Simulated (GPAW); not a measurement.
Runs of GPAW 26.7.0 on Co. It takes space group Fd-3m (No. 227, cubic). Conventional cell: a = 6.435 Å, b = 6.435 Å, c = 6.435 Å, α = 90.00°, β = 90.00°, γ = 90.00°. Around Co (site symmetry -3m) lie 6 Co at 2.28 Å. Co (site symmetry -43m) has 16 Co at 2.67 to 2.79 Å as nearest neighbours. This isn't the form of Co at room conditions, which is hcp.

| cell | target pressure | gap on the mesh (eV) | pressure (GPa) | moment (μB) |
| --- | --- | --- | --- | --- |
| relaxed to 10 GPa | 10 GPa | none | 10.3 | 10.21 |
| relaxed to 5 GPa | 5 GPa | none | 4.9 | 10.40 |
| relaxed to 30 GPa | 30 GPa | none | 30.0 | 8.93 |
| relaxed to 20 GPa | 20 GPa | none | 19.9 | (a) |
| relaxed to 2 GPa | 2 GPa | none | 1.9 | (b) |

Alike in all rows: task relaxation of cell and atoms; level PBEsol; potentials or basis PAW data sets generated in the run's folder for this functional, pw; spin collinear, ferromagnetic start; k mesh 5 × 5 × 5; cutoff (eV) 600; smearing fermi-dirac 0.05 eV.

Question: Fill in the values left out.

Answer: (a) 9.72; (b) 10.51.

Caveats: each step starts from the last one's moments, so a moment once lost doesn't come back; later steps reuse the first step's grids.

A gap of «none» marks a metal or a gap under the smearing width.
